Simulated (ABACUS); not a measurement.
The system is PbS (Galena).

```
CELL_PARAMETERS angstrom
0.00000 2.96575 2.96575
2.96575 0.00000 2.96575
2.96575 2.96575 0.00000
ATOMIC_POSITIONS crystal
Pb 0.00000 0.00000 0.00000
S 0.50000 0.50000 0.50000
```

Base run:

| Property | Result |
| --- | --- |
| Program | ABACUS 3.10.1 |
| Functional | PBE |
| Potentials or basis | PseudoDojo NC SR 0.4.1 PBE standard |
| Cutoff | 1361 eV |
| Density cutoff | 5442 eV |
| Basis | DZP LCAO (the cutoffs set its grid) |
| k mesh | 8 × 8 × 8 |
| Occupations | fermi-dirac, width 0.05 eV |
| Spin | no spin polarisation |

Its results: band gap on the k mesh 0.58 eV, direct; pressure 3.3 GPa.

**Question.** The run is repeated on the same cell with these changes: basis from DZP LCAO (the cutoffs set its grid) to TZDP LCAO (the cutoffs set its grid); orbital files from Pb Pb_confined-atom_8au_2s2p2d.orb, S S_confined-atom_7au_2s2p1d.orb to Pb Pb_confined-atom_8au_3s3p3d1f.orb, S S_confined-atom_7au_3s3p2d1f.orb. What comes out?

**Answer.** Band gap on the k mesh 0.39 eV, direct; pressure 2.3 GPa.

Caveats: the atomic orbitals were generated for these runs and aren't a published set; spin-orbit coupling is left out, which as a rule narrows the gap of such compounds by several tenths of an eV; the basis of atomic orbitals isn't converged, which shifts pressures, moduli and gaps.

A k mesh can miss the band edges.
